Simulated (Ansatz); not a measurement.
Crystal: W.

```xyz
1
Lattice="-1.5823 1.5823 1.5823 1.5823 -1.5823 1.5823 1.5823 1.5823 -1.5823" Properties=species:S:1:pos:R:3 pbc="T T T"
W     0.0000    0.0000    0.0000
```

Base run:

```yaml
Program: Ansatz 0.2.0
Functional: PBEsol
Potentials_or_basis: all-electron LAPW, relativistic spinors
Cutoff: 287 eV (chosen from the basis error)
Basis_error_allowed: 0.001 eV/atom
k_mesh: 9 × 9 × 9
Occupations: fermi-dirac, width 0.05 eV
Spin: spin-orbit coupling, no magnetisation
```

Its results: pressure -2.9 GPa.

The run is repeated on the same cell with these changes: functional from PBEsol to LDA. What comes out?

Pressure -8.7 GPa.

LDA binds more tightly than PBEsol, so the same cell stands under less pressure.

Caveats: the k mesh is thin for a metal, which can move the energy by tens of meV per atom.
